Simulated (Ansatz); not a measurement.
What a change of settings does: BaS

First run: DFT, LDA, PAW with Ansatz's default frozen-core files, scalar-relativistic (Ansatz 0.2.0).

Command: `ansatz run input.yaml --threads 1 --pin off --max-ram 2048MiB --backend cpu --events-out ev --progress --plain --runs-dir out` It took 0.96 s on 1 thread of Intel(R) Xeon(R) 6975P-C (Granite Rapids) (shared host), peak memory 0.36 GiB.

```yaml
crystal:
  lattice:
    - [0.0, 3.225675618, 3.225675618]
    - [3.225675618, 0.0, 3.225675618]
    - [3.225675618, 3.225675618, 0.0]
  atoms:
    - { symbol: Ba, position: [0.0, 0.0, 0.0] }
    - { symbol: S, position: [0.5, 0.5, 0.5] }
kpoints:
  mp_grid: { grid: [8, 8, 8] }
scf:
  occupations: { method: fermi_dirac, width: 0.03 }
hamiltonian:
  xc: lda
  pseudopotentials: { kind: paw }
output:
  forces: true
  stress: true
relax:
  f_tol: 0.01
  max_steps: 30
```

The base volume is that of a database entry, so it needn't be at zero pressure; the structure needn't be the stable phase, at rest or compressed.

This run: atoms relaxed at 1 of the base cell's volume.

It converges in 6 SCF iterations over all geometries at a pressure of -3.57 GPa, ending at 33.56 Å³/atom, cutoff 420 eV.

A second run of a changed input logged this at its end:

```
Error: inconsistent input (hamiltonian.hubbard.sites[].l, hamiltonian.hubbard.sites[].shell): the file of Ba doesn't list 4f, and it can't be added: PBE doesn't bind the shell 4f of the free atom, whose level lies at +0.87 eV. Type an atom or ion with it (hamiltonian.pseudopotentials.projection_atoms), take another file or name another shell
```

What was wrong with the input?

The fault: a U on a shell that isn't there, by this change (others could give a like log):
```diff
   occupations: { method: fermi_dirac, width: 0.03 }
+  max_iter: 75
 hamiltonian:
   pseudopotentials: { kind: paw }
+  hubbard: { sites: [{ species: Ba, l: f, u_eff: 30.0 }] }
 output:
```
